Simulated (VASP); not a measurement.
# Band offsets on GaSb (110), part 2 of 3

How do the bands of InAs and CdSe, strained to GaSb, line up with those of GaSb?

VASP 6.6.1, plane waves and PAW; the level of theory is named at each step.

So far. Step 3 (Bulk band edges, LDA): The run ends at a pressure of -0.04 GPa.

### Step 6. Relax the partner on the substrate's cell, LDA

One member in full, InAs: held to the substrate's in-plane cell, its height is moved until the normal stress is near zero, five times at most.

This step took 3 runs, each at a new trial strain with the atoms of the one before; the last is shown.

Level: LDA; plane waves and PAW (In_d, As); cell typed or built by script.

System, named by how it was started: InAs. It takes space group Imm2 (No. 44, orthorhombic). Conventional cell: a = 4.263 Å, b = 4.287 Å, c = 6.027 Å, α = 90.00°, β = 90.00°, γ = 90.00°. In has 4 As at 2.61 to 2.62 Å nearest. Nearest to As lie 4 In at 2.61 to 2.62 Å. Farther neighbours are not listed.

The input, INCAR:

```
SYSTEM = InAs
PREC = Accurate
ENCUT = 420
EDIFF = 1E-07
NELM = 120
ISMEAR = 0
SIGMA = 0.02
LREAL = .FALSE.
ALGO = Normal
GGA = CA
NBANDS = 24
LORBIT = 11
LWAVE = .FALSE.
LCHARG = .FALSE.
KPAR = 8
IBRION = 1
NSW = 25
ISIF = 2
EDIFFG = -0.004
POTIM = 0.3
```

The input, POSCAR:

```
InAs
1.0
    4.2868071410      0.0000000000      0.0000000000
    0.0000000000      6.0272200120      0.0000000000
    0.0000000000      0.0000000000      4.2633625590
In As
2 2
Direct
    0.0000000000      0.0002432746      0.0000000000
    0.5000000000      0.5002432746      0.5000000000
    0.5000000000      0.2497567254      0.0000000000
    0.0000000000      0.7497567254      0.5000000000
```

The input, KPOINTS:

```
Automatic mesh
0
Gamma
6 5 6
0 0 0
```

Potentials, in the order of the species: In_d and As (LDA family, release 64).

Launch:

```sh
$ mpirun -np 8 vasp_std
```

The log of the run:

```text
[banner, memory and clock lines left out]
running    8 mpi-ranks, on    1 nodes
[...]
[... a notice as in an earlier step ...]

 LDA part: xc-table for (Slater(with rela. corr.)+CA(PZ))
 , standard interpolation
 POSCAR, INCAR and KPOINTS ok, starting setup
[...]
entering main loop
       N       E                     dE             d eps       ncg     rms          rms(c)
DAV:   1     0.276153281263E+03    0.27615E+03   -0.14676E+04  2304   0.143E+03
DAV:   2     0.715197217016E+01   -0.26900E+03   -0.26243E+03  2448   0.365E+02
DAV:   3    -0.177552508280E+02   -0.24907E+02   -0.24767E+02  2928   0.130E+02
DAV:   4    -0.186280324246E+02   -0.87278E+00   -0.87220E+00  2656   0.276E+01
[...]
DAV:  12    -0.180457652609E+02    0.47191E-05   -0.16512E-05  3552   0.355E-02    0.154E-02
DAV:  13    -0.180457649316E+02    0.32931E-06   -0.22394E-06  3456   0.832E-03    0.867E-03
DAV:  14    -0.180457648748E+02    0.56854E-07   -0.42875E-07  2568   0.570E-03
   1 F= -.18045765E+02 E0= -.18045696E+02  d E =-.180458E+02
 BRION: g(F)=  0.747E-04 g(S)=  0.000E+00
[...]
N       E                     dE             d eps       ncg     rms          rms(c)
DAV:   1    -0.180458075194E+02   -0.42588E-04   -0.64441E-03  2544   0.438E-01    0.214E-02
DAV:   2    -0.180458238653E+02   -0.16346E-04   -0.17078E-04  3072   0.104E-01    0.419E-03
DAV:   3    -0.180458241410E+02   -0.27568E-06   -0.41705E-06  3416   0.154E-02    0.502E-03
DAV:   4    -0.180458241058E+02    0.35257E-07   -0.96010E-08  1560   0.306E-03
   2 F= -.18045824E+02 E0= -.18045758E+02  d E =-.592310E-04
 BRION: g(F)=  0.252E-04 g(S)=  0.000E+00 retain N=  1 mean eig= 2.38
 eig:   2.384
[...]
N       E                     dE             d eps       ncg     rms          rms(c)
DAV:   1    -0.180458227866E+02    0.13544E-05   -0.12353E-02  2528   0.606E-01    0.296E-02
DAV:   2    -0.180458540220E+02   -0.31235E-04   -0.32703E-04  3056   0.144E-01    0.562E-03
DAV:   3    -0.180458545551E+02   -0.53312E-06   -0.79290E-06  3392   0.212E-02    0.681E-03
DAV:   4    -0.180458544904E+02    0.64746E-07   -0.17590E-07  1712   0.423E-03
   3 F= -.18045854E+02 E0= -.18045792E+02  d E =-.303846E-04
 BRION: g(F)=  0.217E-08 g(S)=  0.000E+00 retain N=  1 mean eig= 2.36
 eig:   2.362
 reached required accuracy - stopping structural energy minimisation
```

Run time: 33 s. Hardware: 8 MPI ranks of Intel Xeon Platinum 8375C at 2.90GHz (Ice Lake), shared host; peak memory 1.7 GiB.

Parts of OUTCAR (step 6):

```text
  Total       -0.2492245     -0.1592652     -0.0049616      0.0000000      0.0000000      0.0000000
  in kB       -3.6249171     -2.3164781     -0.0721651      0.0000000      0.0000000      0.0000000
  external PRESSURE =      -2.0045201 kB  Pullay stress =       0.0000000 kB

 POSITION                                       TOTAL-FORCE (eV/Angst)
 -----------------------------------------------------------------------------------
     -0.00000      0.00322      0.00000        -0.000000     -0.000137     -0.000000
      2.14340      3.01683      2.13168         0.000000     -0.000137     -0.000000
      2.14340      1.50359      0.00000        -0.000000      0.000137      0.000000
      0.00000      4.51720      2.13168        -0.000000      0.000137      0.000000
 -----------------------------------------------------------------------------------
    total drift:                                0.000000     -0.001823     -0.000001

  FREE ENERGIE OF THE ION-ELECTRON SYSTEM (eV)
  ---------------------------------------------------
  free  energy   TOTEN  =       -18.0458544904 eV

  energy  without entropy=      -18.0457297476  energy(sigma->0) =      -18.04579212

[... 1 part as in an earlier step ...]

[... 3 further parts left out ...]
[key lines of the parts left out:]
E-fermi :   4.3886
```

This run gave:

| Quantity | Value |
| --- | --- |
| energy(sigma→0) of the program | -18.0458 eV |
| stress, compression positive | xx, yy, zz -0.36, -0.23, -0.01 GPa |
| ionic steps | 3 |

### Step 7. Bulk band edges, LDA

A bulk run places the partner's levels against the mean potential at its cores.

Level: LDA; plane waves and PAW (In_d, As); cell typed or built by script.

The input, INCAR:

```
SYSTEM = InAs
PREC = Accurate
ENCUT = 420
EDIFF = 1E-06
NELM = 100
ISMEAR = 0
SIGMA = 0.02
LREAL = .FALSE.
ALGO = Normal
GGA = CA
NBANDS = 23
LWAVE = .FALSE.
LCHARG = .FALSE.
KPAR = 8
```

The input, POSCAR:

```
InAs
1.0
    4.2868071410      0.0000000000      0.0000000000
    0.0000000000      6.0272200120      0.0000000000
    0.0000000000      0.0000000000      4.2633625590
In As
2 2
Direct
    0.0000000000      0.0005341204      0.0000000000
    0.5000000000      0.5005341204      0.5000000000
    0.5000000000      0.2494658796      0.0000000000
    0.0000000000      0.7494658796      0.5000000000
```

KPOINTS is that of step 6.

The input, KPOINTS_OPT:

```
Line mode
6
Line-mode
Reciprocal
  0.00000000   0.65000000   0.00000000
  0.00000000   1.00000000   0.00000000

  0.32500000   0.00000000   0.32500000
  0.50000000   0.00000000   0.50000000

  0.00000000   0.50000000   0.50000000
  0.50000000   0.50000000   0.00000000
```

Launch:

```sh
$ mpirun -np 8 vasp_std
```

The log of the run:

```text
[... set-up lines as in an earlier step ...]
 entering main loop
       N       E                     dE             d eps       ncg     rms          rms(c)
DAV:   1     0.279185966092E+03    0.27919E+03   -0.14608E+04  2215   0.149E+03
DAV:   2     0.852736254245E+01   -0.27066E+03   -0.26556E+03  2278   0.379E+02
DAV:   3    -0.177072417195E+02   -0.26235E+02   -0.26008E+02  2789   0.137E+02
DAV:   4    -0.186257610859E+02   -0.91852E+00   -0.91773E+00  2533   0.289E+01
[...]
DAV:  11    -0.180458597075E+02    0.48666E-05   -0.24170E-04  3032   0.228E-01    0.495E-02
DAV:  12    -0.180458548680E+02    0.48394E-05   -0.15837E-05  2425   0.368E-02    0.164E-02
DAV:  13    -0.180458544890E+02    0.37904E-06   -0.31508E-06  2438   0.103E-02
   1 F= -.18045854E+02 E0= -.18045792E+02  d E =-.124759E-03
 Start KPOINTS_OPT (optional k-point list driver)
k-point batch [1-18\18]
       N       E                     dE             ncg
DAV:   1     0.393380457789E+04   -0.98919E+04      828
DAV:   2    -0.876359305933E+03   -0.48102E+04      884
DAV:   3    -0.133669251375E+04   -0.46033E+03     1024
DAV:   4    -0.135329878280E+04   -0.16606E+02      936
DAV:   5    -0.135422739167E+04   -0.92861E+00     1378
DAV:   6    -0.135423851540E+04   -0.11124E-01     1016
DAV:   7    -0.135423901560E+04   -0.50020E-03     1302
DAV:   8    -0.135423902567E+04   -0.10062E-04      987
DAV:   9    -0.135423902598E+04   -0.31637E-06      729
```

Run time: 18 s. Hardware: 8 MPI ranks; peak memory 2 GiB; 2.2 min of CPU time.

From OUTCAR (step 7):

```text
  Total       -0.2593823     -0.1702532     -0.0167975      0.0000000      0.0000000      0.0000000
  in kB       -3.7726596     -2.4762967     -0.2443163      0.0000000      0.0000000      0.0000000
  external PRESSURE =      -2.1644242 kB  Pullay stress =       0.0000000 kB

 POSITION                                       TOTAL-FORCE (eV/Angst)
 -----------------------------------------------------------------------------------
      0.00000      0.00322      0.00000         0.000000      0.000046      0.000000
      2.14340      3.01683      2.13168         0.000000      0.000046      0.000000
      2.14340      1.50359      0.00000        -0.000000     -0.000046     -0.000000
      0.00000      4.51720      2.13168        -0.000000     -0.000046     -0.000000
 -----------------------------------------------------------------------------------
    total drift:                                0.000000     -0.000699     -0.000001

  FREE ENERGIE OF THE ION-ELECTRON SYSTEM (eV)
  ---------------------------------------------------
  free  energy   TOTEN  =       -18.0458544890 eV

  energy  without entropy=      -18.0457297304  energy(sigma->0) =      -18.04579211

[... 1 part as in an earlier step ...]

[... 2 further parts left out ...]
[key lines of the parts left out:]
E-fermi :   4.3884
```

Read from the output:

```
energy(sigma→0) of the program : -18.0458 eV
stress, compression positive   : xx, yy, zz -0.38, -0.25, -0.02 GPa
```

The run ends at a pressure of -0.22 GPa.

### Step 8. Bulk band edges, HSE06

At this level only the shift of the partner's edges against the mean potential of the cell is used.

Level: HSE06; plane waves and PAW (In_d, As); cell typed or built by script.

INCAR: that of step 7 with these lines changed.

```diff
@@ -9,6 +9,11 @@
 ALGO = Normal
-GGA = CA
+LHFCALC = .TRUE.
+AEXX = 0.25
+GGA = PE
+HFSCREEN = 0.2
+LASPH = .TRUE.
 NBANDS = 23
+PRECFOCK = Fast
 LWAVE = .FALSE.
 LCHARG = .FALSE.
-KPAR = 8
+KPAR = 2
```

POSCAR is that of step 7.

The input, KPOINTS:

```
Automatic mesh
0
Gamma
3 3 3
0 0 0
```

KPOINTS_OPT is that of step 7.

Launch:

```sh
$ mpirun -np 8 vasp_std
```

The log of the run:

```text
[banner, memory and clock lines left out]
running    8 mpi-ranks, on    1 nodes
[...]
[... a notice as in an earlier step ...]

 [... a notice as in an earlier step ...]

 LDA part: xc-table for (Slater+PW92), standard interpolation
 [... a notice as in an earlier step ...]

 found WAVECAR, reading the header
  number of bands has changed, file:    23 present:    24
  trying to continue reading WAVECAR, but it might fail
 POSCAR, INCAR and KPOINTS ok, starting setup
[...]
reading WAVECAR
 random initialization beyond band           23
 the WAVECAR file was read successfully
 initial charge from wavefunction
 entering main loop
       N       E                     dE             d eps       ncg     rms          rms(c)
DAV:   1    -0.182222189531E+02   -0.18222E+02   -0.24198E+00   448   0.217E+01    0.472E+00
DAV:   2    -0.182550064320E+02   -0.32787E-01   -0.25241E-01   496   0.456E+00    0.523E+00
DAV:   3    -0.182490958085E+02    0.59106E-02   -0.35513E-02   528   0.204E+00    0.472E+00
[...]
1 F= -.18246101E+02 E0= -.18246101E+02  d E =-.159431E-24
 Start KPOINTS_OPT (optional k-point list driver)
k-point batch [1-8\18]
       N       E                     dE             ncg
DAV:   1     0.913035373511E+03   -0.16207E+04      384
DAV:   2    -0.167716109989E+04   -0.25902E+04      392
DAV:   3    -0.195497808004E+04   -0.27782E+03      496
DAV:   4    -0.197130642212E+04   -0.16328E+02      448
DAV:   5    -0.197183615839E+04   -0.52974E+00      584
DAV:   6    -0.197184564792E+04   -0.94895E-02      480
DAV:   7    -0.197184587588E+04   -0.22796E-03      568
DAV:   8    -0.197184588060E+04   -0.47234E-05      472
DAV:   9    -0.197184588073E+04   -0.12535E-06      280
[...]
k-point batch [17-18\18]
       N       E                     dE             ncg
DAV:   1     0.541433939101E+04   -0.14760E+04       96
DAV:   2     0.477056865314E+04   -0.64377E+03      104
DAV:   3     0.470412275433E+04   -0.66446E+02      112
DAV:   4     0.470064079498E+04   -0.34820E+01      104
DAV:   5     0.470050778753E+04   -0.13301E+00      152
DAV:   6     0.470050576647E+04   -0.20211E-02      112
DAV:   7     0.470050569914E+04   -0.67330E-04      144
DAV:   8     0.470050569787E+04   -0.12696E-05      112
DAV:   9     0.470050569784E+04   -0.34979E-07       80
```

It took 3.2 min on 8 MPI ranks; peak memory 1.9 GiB; 26 min of CPU time.

From OUTCAR (step 8):

```text
 POSITION                                       TOTAL-FORCE (eV/Angst)
 -----------------------------------------------------------------------------------
      0.00000      0.00322      0.00000         0.000000     -0.006656      0.000000
      2.14340      3.01683      2.13168         0.000000     -0.006656      0.000000
      2.14340      1.50359      0.00000         0.000000      0.006656     -0.000000
      0.00000      4.51720      2.13168         0.000000      0.006656      0.000000
 -----------------------------------------------------------------------------------
    total drift:                                0.000004     -0.000689     -0.000002

  FREE ENERGIE OF THE ION-ELECTRON SYSTEM (eV)
  ---------------------------------------------------
  free  energy   TOTEN  =       -18.2461012065 eV

  energy  without entropy=      -18.2461012065  energy(sigma->0) =      -18.24610121

[... 1 part as in an earlier step ...]

[... 2 further parts left out ...]
[key lines of the parts left out:]
E-fermi :   4.4426
```

Read from the output:

| Item | Value |
| --- | --- |
| energy(sigma→0) of the program | -18.2461 eV |

### Step 9. Bulk band edges, HSE06 with spin-orbit coupling

At this level only the shift of the partner's edges against the mean potential of the cell is used.

Level: HSE06, spin-orbit coupling; plane waves and PAW (In_d, As); cell typed or built by script.

INCAR: that of step 8 with these lines changed.

```diff
@@ -14,3 +14,7 @@
 LASPH = .TRUE.
-NBANDS = 23
+LNONCOLLINEAR = .TRUE.
+MAGMOM = 0 0 0 0 0 0 0 0 0 0 0 0
+NBANDS = 46
+GGA_COMPAT = .FALSE.
+LSORBIT = .TRUE.
 PRECFOCK = Fast
```

POSCAR is that of step 8.

KPOINTS is that of step 8.

KPOINTS_OPT is that of step 8.

Launch:

```sh
$ mpirun -np 8 vasp_ncl
```

The log of the run:

```text
[banner, memory and clock lines left out]
running    8 mpi-ranks, on    1 nodes
[...]
[... a notice as in an earlier step ...]

 [... a notice as in an earlier step ...]

 LDA part: xc-table for (Slater+PW92), standard interpolation
 [... a notice as in an earlier step ...]

 found WAVECAR, reading the header
  number of bands has changed, file:    46 present:    48
  trying to continue reading WAVECAR, but it might fail
 POSCAR, INCAR and KPOINTS ok, starting setup
[...]
reading WAVECAR
 random initialization beyond band           46
 the WAVECAR file was read successfully
 initial charge from wavefunction
 entering main loop
       N       E                     dE             d eps       ncg     rms          rms(c)
DAV:   1    -0.183145276666E+02   -0.18315E+02   -0.23901E+00  1440   0.218E+01    0.462E+00
DAV:   2    -0.183491339713E+02   -0.34606E-01   -0.27106E-01  1312   0.503E+00    0.512E+00
DAV:   3    -0.183435406192E+02    0.55934E-02   -0.36386E-02  1576   0.208E+00    0.476E+00
[...]
1 F= -.18340606E+02 E0= -.18340606E+02  d E =-.287567E-12  mag=    -0.0000     0.0000    -0.0000
 Start KPOINTS_OPT (optional k-point list driver)
k-point batch [1-12\18]
       N       E                     dE             ncg
DAV:   1     0.184422252027E+04   -0.44257E+04     1152
DAV:   2    -0.236467554842E+04   -0.42089E+04     1184
DAV:   3    -0.295956104863E+04   -0.59489E+03     1344
DAV:   4    -0.300361941108E+04   -0.44058E+02     1328
DAV:   5    -0.300539841632E+04   -0.17790E+01     1744
DAV:   6    -0.300543595091E+04   -0.37535E-01     1712
DAV:   7    -0.300543676526E+04   -0.81435E-03     1728
DAV:   8    -0.300543678585E+04   -0.20590E-04     1672
DAV:   9    -0.300543678642E+04   -0.57177E-06      888
k-point batch [13-18\18]
       N       E                     dE             ncg
DAV:   1     0.652595118146E+04   -0.37495E+04      576
DAV:   2     0.442201104543E+04   -0.21039E+04      584
DAV:   3     0.411531246593E+04   -0.30670E+03      680
DAV:   4     0.409202516262E+04   -0.23287E+02      720
DAV:   5     0.409109971720E+04   -0.92545E+00      880
DAV:   6     0.409107907647E+04   -0.20641E-01      872
DAV:   7     0.409107858798E+04   -0.48849E-03      864
DAV:   8     0.409107857366E+04   -0.14316E-04      848
DAV:   9     0.409107857334E+04   -0.32209E-06      464
```

The job ended after 18 min (8 MPI ranks; peak memory 2.9 GiB; 2.3 h of CPU time).

OUTCAR, selected parts (step 9):

```text
 POSITION                                       TOTAL-FORCE (eV/Angst)
 -----------------------------------------------------------------------------------
      0.00000      0.00322      0.00000        -0.000000     -0.006762      0.000000
      2.14340      3.01683      2.13168         0.000000     -0.006762      0.000000
      2.14340      1.50359      0.00000         0.000000      0.006762     -0.000000
      0.00000      4.51720      2.13168         0.000000      0.006762     -0.000000
 -----------------------------------------------------------------------------------
    total drift:                                0.000005     -0.000677     -0.000036

  FREE ENERGIE OF THE ION-ELECTRON SYSTEM (eV)
  ---------------------------------------------------
  free  energy   TOTEN  =       -18.3406063153 eV

  energy  without entropy=      -18.3406063153  energy(sigma->0) =      -18.34060632

[... 1 part as in an earlier step ...]

[... 2 further parts left out ...]
[key lines of the parts left out:]
E-fermi :   4.5030
```

Numbers from this step:

* energy(sigma→0) of the program: -18.3406 eV

[end of part 2 of 3]

[Lines on the potential files, build, host, timing and source positions are cut from VASP's logs without a mark.]

[Logs are printed without paths, hosts, clocks, repeated set-up lines and the standing remarks that a program may print on its own settings, such as how far it seeks lower states.]

[Hosts, paths, dates, database ids (printed as entryN), source tags and the programs' standing remarks are cut or masked in the printed files.]

[In band tables of VASP the shares of atoms and orbitals are scaled to a sum of 1 inside the atoms' spheres.]
